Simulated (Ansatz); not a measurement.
A Al₃Cu₂ cell: a random packing after short dynamics, relaxed.

```
Al Cu
1.0
     6.09358   -0.60209   -0.11272
    -0.55621    7.85172    0.66678
    -0.09607    0.67334    6.19985
Al Cu
12 8
Direct
  0.57038 0.08786 0.90857
  0.25320 0.94871 0.65951
  0.98475 0.98451 0.99513
  0.50806 0.91149 0.34108
  0.93597 0.38600 0.90150
  0.69714 0.57073 0.57123
  0.91750 0.15835 0.58554
  0.65965 0.69094 0.11109
  0.25620 0.42480 0.44696
  0.16561 0.70551 0.18751
  0.50595 0.35339 0.10945
  0.33311 0.60229 0.79783
  0.91820 0.86837 0.41100
  0.80404 0.15619 0.21031
  0.20359 0.13115 0.28200
  0.97451 0.70594 0.82633
  0.25420 0.24595 0.82456
  0.64845 0.85645 0.72272
  0.87031 0.44656 0.29746
  0.54138 0.23318 0.51110
```

The calculation used DFT PBEsol, scalar-relativistic, plane waves, PAW (Ansatz).

Plane waves to 420 eV, a k mesh through Γ of 6×5×6 on the computed 20-atom cell and Gaussian smearing (0.10 eV); no spin polarisation.

**Question.** Describe its local order.

**Answer.** Counting as bonded all pairs within 1.3 times the summed covalent radii:

```csv
atom → neighbour,mean count,mean length (Å),spread (Å)
Al → Al,5.33,2.81,0.12
Al → Cu,4.67,2.58,0.11
Cu → Al,7.00,2.58,0.11
Cu → Cu,3.50,2.69,0.24
```

Angles between all pairs of such bonds at an atom (mean ± spread): 97 ± 33° at Al, 97 ± 33° at Cu.

**Question.** Does it have a gap?

**Answer.** It has no gap on the mesh. Levels at Γ next to the Fermi level (eV from it): -1.77, -1.67, -1.44, -1.21, -0.57, -0.30, 0.45, 0.63, 0.85, 1.06, 1.26, 1.46. It lies 0.05 eV/atom below the elements' standard states (static lattices, no corrections for gases).

The final mesh leaves forces up to 0.17 eV/Å and stresses up to 0.7 GPa: the relaxation ran on a coarser mesh, so the cell's shape, its bonds and its energy belong partly to that mesh.

Cost: 2 runs of about 29 core-minutes in all (earlier runs that led there not counted), on Intel Xeon Processor @ 2.50GHz (Skylake/Cascade Lake) (shared hosts).